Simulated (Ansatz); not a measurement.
# CdS (Greenockite) (P6_3mc) in Ansatz: further runs

One crystal, CdS (Greenockite), is run at these levels: PBE, PBEsol; tasks: phonons, elastic constants, band structure.

Program: Ansatz 0.2.0. These are calculated values, not measurements. Logs are shortened: lines on timing, memory, paths and dates and some standing lists are left out, and cuts for length are marked.

**Measured values to compare with.**

From “Isotope dependence of band-gap energy”, 2008, arxiv:0807.2152, for a bulk crystal of CdS: band gap 2.5809 ± 0.0002 eV.

How close the calculation comes is told below.

### 1 Starting point

Symmetry: P6_3mc, No. 186, hexagonal system. The conventional cell has a = 4.150 Å, b = 4.150 Å, c = 6.737 Å, α = 90.00°, β = 90.00°, γ = 120.00°. Cd (site symmetry 3m) is surrounded by 4 S at 2.53 to 2.54 Å. S (site symmetry 3m) has 4 Cd at 2.53 to 2.54 Å as nearest neighbours.

### 2 Phonons, PBE

Contents of input.yaml:

```yaml
crystal:
  lattice:
    - [4.15, 0.0, 0.0]
    - [-2.075, 3.5940054257, 0.0]
    - [0.0, 0.0, 6.737]
  atoms:
    - { symbol: Cd, position: [0.6666666667, 0.3333333333, 0.5] }
    - { symbol: Cd, position: [0.3333333333, 0.6666666667, 0.0] }
    - { symbol: S, position: [0.6666666667, 0.3333333333, 0.875] }
    - { symbol: S, position: [0.3333333333, 0.6666666667, 0.375] }
kpoints:
  mp_grid: { grid: [7, 7, 4] }
scf:
  occupations: { method: fermi_dirac, width: 0.05 }
hamiltonian:
  xc: pbe
  pseudopotentials: { kind: all_electron, lapw: { basis_error: 0.002 } }
output: {}
phonons:
  method: fd
  supercell: [1, 1, 1]
```

Potentials or basis: all-electron LAPW, scalar-relativistic.

Command:

```console
ansatz run input.yaml --threads 2 --pin off --max-ram 6144MiB --backend cpu --events-out ev --progress --plain --runs-dir out
```

The program printed:

```text
Warning: RAYON_NUM_THREADS=2 ignored (pool sized by the plan → 2); use --threads N
LAPW: plane waves up to 7.990 Å⁻¹, error target 2.0e-3 eV per atom; small_component_spin mean_spin; S in spheres of 1.058 Å, 14 of its electrons in bands, Dirac shells []; Cd in spheres of 1.392 Å, 20 of its electrons in bands, Dirac shells [] (how accurate: hamiltonian.pseudopotentials.lapw.basis_error, Limitations)
Engine: ansatz 0.2.0, x86_64-unknown-linux-gnu
Pseudopotentials: kind: all_electron
Pseudopotential: Cd, LAPW, valence charge 20, lapw/all_electron/scalar/gaussian/Cd, Koelling and Harmon's equation, gaussian nucleus
Pseudopotential: S, LAPW, valence charge 14, lapw/all_electron/scalar/gaussian/S, Koelling and Harmon's equation, gaussian nucleus
Functional definition: PBE
  parameter kappa = 0.804
  parameter beta = 0.06672455060314922
  exchange = pbe_x(kappa = kappa, mu = beta*pi^2/3)
  correlation = pbe_c(beta = beta)
Crystal: 4 atoms, lattice volume = 100.483 Å³
Basis set: ecut = 243.21193276246171 eV, 845 PW (Γ), exchange–correlation at level 2
Bands: 41, of which v1, the nominal top of the filled ones, is band 34 counted from 1 (33 counted from 0)
Symmetry: 12 space group operations
k-points: 24 of 196 (time reversal used)
Non-local potential: Cd, projectors of the file, none
Non-local potential: S, projectors of the file, none
Initial density: superposition of atomic densities (chi_scale 0.1, normalization cell, long waves kept (reshape's long-wave potential 0.00 eV rms))
Initial wavefunctions: plane waves of lowest kinetic energy (no species holds an atomic orbital)
Functional: x = pbe(κ = 0.804, μ = 0.2195149727645171), c = pbe(β = 0.06672455060314922)
iter 1 solved again at ethr=4.46e-3 eV; its pass at ethr=1.00e-1 eV (dr2=3.03e0 eV) is discarded
SCF iter   1: F=—  HF=-326199.926894 eV  |F-HF|=—  |Δ(HF+E_count)|=         —  Δρ=3.84e-2  dr2=3.04e0  ethr=4.46e-3  ⟨swp⟩=2.0  Hψ=6725  notcnv=0
preconditioner: auto → Resta (q_TF=auto, 2.556 Å⁻¹)  ε∞=4.7  [insulator: Δε(μ)=1.781 eV  Ē_g=11.576 eV  σ=0.050 eV  W_gap=1.00  n_scr=22 (ndim 8)  ℏωp=22.2 eV  f_vac=0.146  D(μ)=0.00/eV (n_scr^D=0)  ε∞_Penn≈4.7]
SCF iter   2: F=—  HF=-326198.933595 eV  |F-HF|=—  |Δ(HF+E_count)|=   9.93e-1  Δρ=1.60e-2  dr2=4.86e-1  ethr=4.46e-3  ⟨swp⟩=2.9  Hψ=2899  notcnv=0
SCF iter   3: F=—  HF=-326198.843399 eV  |F-HF|=—  |Δ(HF+E_count)|=   9.02e-2  Δρ=7.96e-3  dr2=1.11e-1  ethr=7.14e-4  ⟨swp⟩=2.0  Hψ=2856  notcnv=0
iter 4 solved again at ethr=1.09e-5 eV; its pass at ethr=1.63e-4 eV (dr2=7.42e-3 eV) is discarded
SCF iter   4: F=—  HF=-326198.835029 eV  |F-HF|=—  |Δ(HF+E_count)|=   8.37e-3  Δρ=2.50e-3  dr2=7.37e-3  ethr=1.09e-5  ⟨swp⟩=2.0  Hψ=4874  notcnv=0
SCF iter   5: F=—  HF=-326198.834192 eV  |F-HF|=—  |Δ(HF+E_count)|=   8.36e-4  Δρ=8.06e-4  dr2=7.00e-4  ethr=1.08e-5  ⟨swp⟩=2.3  Hψ=2696  notcnv=0
SCF iter   6: F=—  HF=-326198.835508 eV  |F-HF|=—  |Δ(HF+E_count)|=   1.32e-3  Δρ=2.59e-4  dr2=1.03e-4  ethr=1.03e-6  ⟨swp⟩=3.0  Hψ=2912  notcnv=0
SCF iter   7: F=—  HF=-326198.835810 eV  |F-HF|=—  |Δ(HF+E_count)|=   3.02e-4  Δρ=5.81e-5  dr2=6.47e-6  ethr=1.52e-7  ⟨swp⟩=3.0  Hψ=2966  notcnv=0
SCF iter   8: F=—  HF=-326198.835831 eV  |F-HF|=—  |Δ(HF+E_count)|=   2.18e-5  Δρ=1.91e-5  dr2=7.22e-7  ethr=9.51e-9  ⟨swp⟩=3.0  Hψ=2970  notcnv=0
[... 3 lines left out ...]
SCF 1 converged in 11 iterations: F = -326198.835832 eV  dr2 = 4.75e-10
Symmetry: 2 space group operations
k-points: 60 of 196 (time reversal used)
[... 15 lines left out ...]
preconditioner: auto → Resta (q_TF=auto, 2.556 Å⁻¹)  ε∞=4.4  [insulator: Δε(μ)=1.196 eV  Ē_g=11.981 eV  σ=0.050 eV  W_gap=1.00  n_scr=22 (ndim 8)  ℏωp=22.2 eV  f_vac=0.193  D(μ)=0.00/eV (n_scr^D=0)  ε∞_Penn≈4.4]
[... 3 lines left out ...]
[... 14 lines left out ...]
[... 2 lines left out ...]
SCF 4 converged in 8 iterations: F = -326198.835914 eV  dr2 = 9.40e-11
iter 1 solved again at ethr=3.58e-7 eV; its pass at ethr=1.00e-1 eV (dr2=2.43e-4 eV) is discarded
SCF iter   1: F=—  HF=-326198.835199 eV  |F-HF|=—  |Δ(HF+E_count)|=         —  Δρ=3.02e-4  dr2=2.28e-4  ethr=3.58e-7  ⟨swp⟩=5.0  Hψ=21093  notcnv=0
preconditioner: auto → Resta (q_TF=auto, 2.556 Å⁻¹)  ε∞=4.4  [insulator: Δε(μ)=1.195 eV  Ē_g=11.981 eV  σ=0.050 eV  W_gap=1.00  n_scr=22 (ndim 8)  ℏωp=22.2 eV  f_vac=0.194  D(μ)=0.00/eV (n_scr^D=0)  ε∞_Penn≈4.4]
SCF iter   2: F=—  HF=-326198.835145 eV  |F-HF|=—  |Δ(HF+E_count)|=   5.36e-5  Δρ=1.55e-4  dr2=5.38e-5  ethr=3.35e-7  ⟨swp⟩=2.1  Hψ=6725  notcnv=0
iter 3 solved again at ethr=4.71e-9 eV; its pass at ethr=7.92e-8 eV (dr2=3.20e-6 eV) is discarded
SCF iter   3: F=—  HF=-326198.835134 eV  |F-HF|=—  |Δ(HF+E_count)|=   1.12e-5  Δρ=4.56e-5  dr2=3.20e-6  ethr=4.71e-9  ⟨swp⟩=2.0  Hψ=11985  notcnv=0
SCF iter   4: F=—  HF=-326198.835134 eV  |F-HF|=—  |Δ(HF+E_count)|=   3.28e-7  Δρ=1.09e-5  dr2=1.83e-7  ethr=4.71e-9  ⟨swp⟩=2.9  Hψ=6802  notcnv=0
SCF iter   5: F=—  HF=-326198.835134 eV  |F-HF|=—  |Δ(HF+E_count)|=   1.02e-7  Δρ=6.02e-6  dr2=4.93e-8  ethr=2.69e-10  ⟨swp⟩=3.0  Hψ=7345  notcnv=0
SCF iter   6: F=—  HF=-326198.835134 eV  |F-HF|=—  |Δ(HF+E_count)|=   2.43e-8  Δρ=2.91e-6  dr2=1.06e-8  ethr=7.25e-11  ⟨swp⟩=3.0  Hψ=6977  notcnv=0
SCF iter   7: F=—  HF=-326198.835134 eV  |F-HF|=—  |Δ(HF+E_count)|=   1.66e-8  Δρ=9.32e-7  dr2=1.25e-9  ethr=1.56e-11  ⟨swp⟩=3.0  Hψ=7137  notcnv=0
SCF iter   8: F=-326198.835134 eV  HF=-326198.835134 eV  |F-HF|=2.91e-10  |Δ(HF+E_count)|=   3.03e-9  Δρ=2.42e-7  dr2=9.10e-11  ethr=5.25e-12 (applied; sched 1.84e-12)  ⟨swp⟩=3.0  Hψ=7065  notcnv=0
SCF 5 converged in 8 iterations: F = -326198.835134 eV  dr2 = 9.10e-11
SCF converged after 11 iterations
Free energy (F): -326198.835832 eV
Harris-Foulkes:  -326198.835832 eV  (|F-HF|=5.24e-10)
Internal energy: -326198.835832 eV  (E = F + TS)
E sigma→0 (E₀):  -326198.835832 eV
Entropy (-TS):   -0.000000 eV (-0.000 meV/atom)
Fermi energy:    8.187693 eV
--- Per-component energies (eV) ---
  E_band       = -3465.164124
  E_kinetic    = 340777.608289
  E_xc         = -9816.394163
  E_electrostatic = -657160.049958  (all electrons and nuclei)
  E_smearing   = -0.000000  (= −TS)
  E_closure    = 0.000000  (closes the sum)
  E_atoms      = -326186.558096  (free atoms, spherical and without spin; not in F)
  Σ components = -326198.835832   (vs F -326198.835832, Δ=0.00e0)
  Basis errors (estimates in eV, not in F): energy 8.6e-4 per atom: plane waves 8.1e-4 (4.8e-4 summed), levels above the bands 3.2e-56, relativity 9.0e-8, radial functions 5.7e-5, core shells 4.7e-7; eigenvalues (radial functions only) 2.0e-6; not estimated: angular momenta, meshes, grids; target (lapw.basis_error) 2.0e-3; muffin-tin radii S 1.058 Å, Cd 1.392 Å
--- Forces (eV/Å), atoms counted from 1 ---
  atom   1  Cd     0.00000000     0.00000000    -0.06805463
  atom   2  Cd     0.00000000    -0.00000000    -0.06805463
  atom   3  S     -0.00000000     0.00000000     0.06805801
  atom   4  S     -0.00000000    -0.00000000     0.06805801
  max |Σ_I F_I| component: 6.76e-6 eV/Å
--- Band table (eV; the first three rows and the last of 24) ---
  k-point 0: bands = ["-196.8802", "-196.8802", "-141.6555", "-141.6555", "-141.6540", "-141.6540", "-141.6540", "-141.6540", "-93.7187", "-93.7187", "-54.7896", "-54.7896", "-54.7895", "-54.7895", "-54.7894", "-54.7888", "-4.7324", "-4.3056", "-0.1094", "-0.0874", "-0.0874", "-0.0018", "-0.0018", "0.3107", "0.3107", "0.4000", "0.4000", "0.7347", "3.2336", "6.8042", "6.8042", "7.5163", "7.5590", "7.5590", "8.7552", "10.3509", "14.0233", "14.0233", "14.3491", "15.1210", "15.1210"]
  k-point 1: bands = ["-196.8802", "-196.8802", "-141.6555", "-141.6555", "-141.6540", "-141.6540", "-141.6540", "-141.6540", "-93.7187", "-93.7187", "-54.7896", "-54.7896", "-54.7895", "-54.7895", "-54.7893", "-54.7889", "-4.6684", "-4.3656", "-0.0783", "-0.0783", "-0.0636", "-0.0179", "-0.0179", "0.3267", "0.3267", "0.3899", "0.3899", "0.4702", "3.8388", "6.5271", "6.9084", "6.9084", "7.4415", "7.4415", "9.6394", "10.4236", "13.8658", "14.0925", "14.0925", "14.6279", "14.8360"]
  k-point 2: bands = ["-196.8802", "-196.8802", "-141.6555", "-141.6555", "-141.6540", "-141.6540", "-141.6540", "-141.6540", "-93.7187", "-93.7187", "-54.7896", "-54.7896", "-54.7896", "-54.7896", "-54.7891", "-54.7891", "-4.5151", "-4.5151", "-0.0514", "-0.0514", "-0.0514", "-0.0514", "0.1159", "0.1159", "0.3612", "0.3612", "0.3612", "0.3612", "5.1131", "5.1131", "7.1684", "7.1684", "7.1684", "7.1684", "10.4008", "10.4008", "13.7329", "13.7329", "14.3703", "14.3703", "14.3703"]
  k-point 23: bands = ["-196.8802", "-196.8802", "-141.6555", "-141.6555", "-141.6540", "-141.6540", "-141.6540", "-141.6540", "-93.7187", "-93.7187", "-54.7899", "-54.7899", "-54.7898", "-54.7898", "-54.7890", "-54.7890", "-4.2225", "-4.2225", "0.0715", "0.0715", "0.1058", "0.1058", "0.2905", "0.2905", "0.3529", "0.3529", "0.8415", "0.8415", "3.6365", "3.6365", "5.3306", "5.3306", "6.4360", "6.4360", "11.8863", "11.8863", "13.5628", "13.5628", "14.1149", "14.1149", "16.2185"]
--- Phonons: 4 displaced members + reference (amplitude 0.01 Å, Σ member SCF iterations 30) ---
  symmetry images taken by strict's conditions (phonons.symmetry_images: auto; settled by no image being taken that strict refuses)
  ASR residual: 8.752e-4 → 0.000e0 eV/Å²; symmetrization residual: 1.011e-3 eV/Å²
  largest component of a force at the reference: 6.8e-2 eV/Å
  ASR residual per site (eV/Å²): 8.75e-4 8.75e-4 5.87e-4 5.87e-4
  Γ frequencies (cm⁻¹): 0.00 0.00 0.00 37.70 37.70 134.41 230.91 230.91 234.23 244.90 244.90 300.52
  density of states and harmonic sums: on the 17×17×9 q-mesh, interpolated from the force constants of a 1×1×1 supercell (no non-analytic term)
  largest difference from the sums on the solved wave vectors: F 4.58e-1 eV, S 7.16e-4 and C_V 2.58e-4 eV/K
  zero-point energy: 0.121624 eV/cell   skipped modes (ω ≤ 0): 3   left out of the sums: 9.61e-5 of the cell's modes: C_V's classical limit lies that fraction below 3 k_B per atom; for a crystal, a wire or a layer, F and S can be off by more, and a phonons.interpolated_qmesh denser along its periods is the remedy for the sampling
```

Run time: 4.6 min. Hardware: 2 threads of Intel Xeon at 2.50GHz (Skylake/Cascade Lake), shared host; peak memory 0.58 GiB.

Results:

| Item | Value |
| --- | --- |
| Free energy | -326198.8358 eV |
| Largest force | 0.068 eV/Å |
| Band gap on the k mesh | 1.20 eV, direct |
| Highest phonon frequency at Γ, LO-TO splitting left out | 301 cm⁻¹ |

Forces in eV/Å, atoms in the order of the input:
```
Cd   0.000  0.000 -0.068
Cd   0.000  0.000 -0.068
S    0.000  0.000  0.068
S    0.000  0.000  0.068
```

Levels at points of the mesh, in eV from the valence-band top:
| k point | band 32 | band 33 | band 34 | band 35 | band 36 | band 37 |
| --- | --- | --- | --- | --- | --- | --- |
| (0.00, 0.00, 0.00) | -0.04 | 0.00 | 0.00 | 1.20 | 2.79 | 6.46 |
| (0.00, 0.00, -0.50) | -0.39 | -0.39 | -0.39 | 2.84 | 2.84 | 6.17 |

Phonon frequencies in cm⁻¹ (negative: imaginary):
```tsv
q point	frequencies
(0.000, 0.000, 0.000)	0 0 0 38 38 134 231 231 234 245 245 301
```

### 3 Elastic constants, PBE

Edit input.yaml of step 2 so:

```diff
@@ -11,3 +11,3 @@
 kpoints:
-  mp_grid: { grid: [7, 7, 4] }
+  mp_grid: { grid: [5, 5, 3] }
 scf:
@@ -17,5 +17,7 @@
   pseudopotentials: { kind: all_electron, lapw: { basis_error: 0.002 } }
-output: {}
-phonons:
-  method: fd
-  supercell: [1, 1, 1]
+output:
+  forces: true
+  stress: true
+elastic:
+  mode: clamped_ion
+  stencil: two_point
```

Potentials or basis: all-electron LAPW, scalar-relativistic.

Command:

```console
ansatz run input.yaml --threads 2 --pin off --max-ram 6144MiB --backend cpu --events-out ev --progress --plain --runs-dir out
```

Wall time 2.7 min (2 threads of Intel Xeon at 2.50GHz (Skylake/Cascade Lake), shared host); peak memory 0.42 GiB.

The run converged. Its results:

| Property | Result |
| --- | --- |
| Free energy | -326198.8273 eV |
| Pressure | 2.1 GPa |
| Largest force | 0.065 eV/Å |
| Band gap on the k mesh | 1.19 eV, direct |
| Voigt bulk modulus | 63 GPa |

Forces on the atoms (eV/Å):
```
Cd   0.000  0.000 -0.065
Cd   0.000  0.000 -0.065
S    0.000  0.000  0.065
S    0.000  0.000  0.065
```

Stress tensor (GPa, compression positive):
```
1.93 0.00 0.00
0.00 1.93 0.00
0.00 0.00 2.52
```

Levels at points of the mesh, in eV from the valence-band top:
```
           k point  band 32  band 33  band 34  band 35  band 36  band 37
(0.00, 0.00, 0.00)    -0.04     0.00     0.00     1.19     2.79     6.46
```

Elastic tensor in Voigt notation (GPa, ions clamped, in the Cartesian axes of the cell as first typed):
```
117  40  28   0   0   0
 40 117  28   0   0   0
 28  28 138   0   0   0
  0   0   0  24   0   0
  0   0   0   0  24   0
  0   0   0   0   0  39
```

### 4 Band structure, PBEsol

Edit input.yaml of step 3 so:

```diff
@@ -11,3 +11,14 @@
 kpoints:
-  mp_grid: { grid: [5, 5, 3] }
+  mp_grid: { grid: [7, 7, 4] }
+  band_path:
+    path:
+      - [0.0, 0.0, 0.0]
+      - [0.5, 0.0, 0.0]
+      - [0.3333333333, 0.3333333333, 0.0]
+      - [0.0, 0.0, 0.0]
+      - [0.0, 0.0, 0.5]
+      - [0.5, 0.0, 0.5]
+      - [0.3333333333, 0.3333333333, 0.5]
+      - [0.0, 0.0, 0.5]
+    npoints: 10
 scf:
@@ -15,3 +26,3 @@
 hamiltonian:
-  xc: pbe
+  xc: pbesol
   pseudopotentials: { kind: all_electron, lapw: { basis_error: 0.002 } }
@@ -20,4 +31,2 @@
   stress: true
-elastic:
-  mode: clamped_ion
-  stencil: two_point
+  eigenvalues: true
```

Command:

```console
ansatz run input.yaml --threads 2 --pin off --max-ram 8192MiB --backend cpu --events-out ev --progress --plain --runs-dir out
```

Wall time 44 s (2 threads of Intel Xeon at 2.50GHz (Skylake/Cascade Lake), shared host); peak memory 0.4 GiB.

It converged, with:

| Item | Value |
| --- | --- |
| Free energy | -326023.6986 eV |
| Pressure | -1.0 GPa |
| Largest force | 0.065 eV/Å |
| Band gap on the k mesh | 1.06 eV, direct |
| Band gap along the path | 1.06 eV, direct |

Forces in eV/Å, atoms in the order of the input:
```
Cd   0.000  0.000 -0.065
Cd   0.000  0.000 -0.065
S    0.000  0.000  0.065
S    0.000  0.000  0.065
```

Stress tensor (GPa, compression positive):
```
-1.14  0.00  0.00
 0.00 -1.14  0.00
 0.00  0.00 -0.57
```

Levels at the corners of the path, in eV from the valence-band top:
```
point  band 31  band 32  band 33  band 34  band 35  band 36  band 37  band 38
    Γ    -0.77    -0.04     0.00     0.00     1.06     2.67     6.36     6.36
    M    -2.66    -1.88    -1.31    -0.74     3.60     3.76     4.98     6.27
    K    -3.10    -1.86    -1.86    -1.62     4.50     5.00     5.00     6.99
    Γ    -0.77    -0.04     0.00     0.00     1.06     2.67     6.36     6.36
    A    -0.40    -0.40    -0.40    -0.40     2.73     2.73     6.04     6.04
    L    -1.34    -1.34    -1.33    -1.33     3.35     3.35     5.27     5.27
    H    -2.42    -2.42    -1.12    -1.12     4.28     4.28     5.95     5.95
    A    -0.40    -0.40    -0.40    -0.40     2.73     2.73     6.04     6.04
```

### 5 Band structure, PBEsol

Edit input.yaml of step 4 so:

```diff
@@ -27,3 +27,6 @@
   xc: pbesol
-  pseudopotentials: { kind: all_electron, lapw: { basis_error: 0.002 } }
+  pseudopotentials:
+    kind: all_electron
+    lapw: { basis_error: 0.002 }
+    relativity: none
 output:
```

Potentials or basis: all-electron LAPW, non-relativistic.

Command:

```console
ansatz run input.yaml --threads 2 --pin off --max-ram 8192MiB --backend cpu --events-out ev --progress --plain --runs-dir out
```

Run time: 41 s. Hardware: 2 threads of Intel Xeon at 2.50GHz (Skylake/Cascade Lake), shared host; peak memory 0.39 GiB.

The run converged. Its results:

```
Free energy             : -319034.5704 eV
Pressure                : 1.2 GPa
Largest force           : 0.082 eV/Å
Band gap on the k mesh  : 1.54 eV, direct
Band gap along the path : 1.54 eV, direct
```

Forces on the atoms (eV/Å):
```
Cd   0.000  0.000 -0.082
Cd   0.000  0.000 -0.082
S    0.000  0.000  0.082
S    0.000  0.000  0.082
```

Stress tensor (GPa, compression positive):
```
0.98 0.00 0.00
0.00 0.98 0.00
0.00 0.00 1.51
```

Levels at the corners of the path, in eV from the valence-band top:
| point | band 31 | band 32 | band 33 | band 34 | band 35 | band 36 | band 37 | band 38 |
| --- | --- | --- | --- | --- | --- | --- | --- | --- |
| Γ | -0.73 | -0.04 | 0.00 | 0.00 | 1.54 | 3.17 | 6.50 | 6.50 |
| M | -2.56 | -1.80 | -1.29 | -0.70 | 4.04 | 4.06 | 4.99 | 6.58 |
| K | -3.04 | -1.81 | -1.81 | -1.59 | 4.47 | 5.56 | 5.56 | 6.94 |
| Γ | -0.73 | -0.04 | 0.00 | 0.00 | 1.54 | 3.17 | 6.50 | 6.50 |
| A | -0.38 | -0.38 | -0.38 | -0.38 | 3.15 | 3.15 | 6.21 | 6.21 |
| L | -1.29 | -1.29 | -1.27 | -1.27 | 3.64 | 3.64 | 5.53 | 5.53 |
| H | -2.38 | -2.38 | -1.06 | -1.06 | 4.68 | 4.68 | 5.93 | 5.93 |
| A | -0.38 | -0.38 | -0.38 | -0.38 | 3.15 | 3.15 | 6.21 | 6.21 |

Caveat: relativity is left out, which matters for the heavier elements.

### 6 Summary

| task | level | potentials or basis | k mesh | cutoff (eV) | gap on the mesh (eV) | pressure (GPa) | largest force (eV/Å) |
| --- | --- | --- | --- | --- | --- | --- | --- |
| phonons | PBE | all-electron LAPW, scalar-relativistic | 7 × 7 × 4 | 243 | 1.20 | - | 0.07 |
| elastic constants | PBE | all-electron LAPW, scalar-relativistic | 5 × 5 × 3 | 243 | 1.19 | 2.1 | 0.07 |
| band structure | PBEsol | all-electron LAPW, scalar-relativistic | 7 × 7 × 4 | 227 | 1.06 | -1.0 | 0.07 |
| band structure | PBEsol | all-electron LAPW, non-relativistic | 7 × 7 × 4 | 227 | 1.54 | 1.2 | 0.08 |

Alike in all rows: no spin polarisation; cell as given; smearing fermi-dirac 0.05 eV; basis error allowed 0.002 eV/atom.

Caveats: relativity is left out, which matters for the heavier elements (some runs).

Compare energies only between runs with the same functional and basis.

### 7 Against experiment

Step 2. A measured gap of CdS is 2.5809 eV (quoted in “Isotope dependence of band-gap energy”, 2008, arxiv:0807.2152); the calculated 1.20 eV misses it by -1.38 eV. So large a miss can be the level of theory's own, or it may mean another phase, state or a wrong row. Spin-orbit coupling on Cd is left out. The value is that of PBE, without temperature or zero-point motion. Semilocal functionals fall short of measured gaps as a rule.

Step 3. Against the measured gap of CdS, 2.5809 eV (quoted in “Isotope dependence of band-gap energy”, 2008, arxiv:0807.2152), the calculated 1.19 eV is off by -1.39 eV. So large a miss can be the level of theory's own, or it may mean another phase, state or a wrong row. Spin-orbit coupling on Cd is left out. The value is that of PBE, without temperature or zero-point motion. Semilocal functionals fall short of measured gaps as a rule.

Step 4. Against the measured gap of CdS, 2.5809 eV (quoted in “Isotope dependence of band-gap energy”, 2008, arxiv:0807.2152), the calculated 1.06 eV is off by -1.52 eV. So large a miss can be the level of theory's own, or it may mean another phase, state or a wrong row. Spin-orbit coupling on Cd is left out. The value is that of PBEsol, without temperature or zero-point motion. Semilocal functionals fall short of measured gaps as a rule.

Step 5. A measured gap of CdS is 2.5809 eV (quoted in “Isotope dependence of band-gap energy”, 2008, arxiv:0807.2152); the calculated 1.54 eV misses it by -1.04 eV. Spin-orbit coupling on Cd is left out. The value is that of PBEsol, without temperature or zero-point motion. Semilocal functionals fall short of measured gaps as a rule.
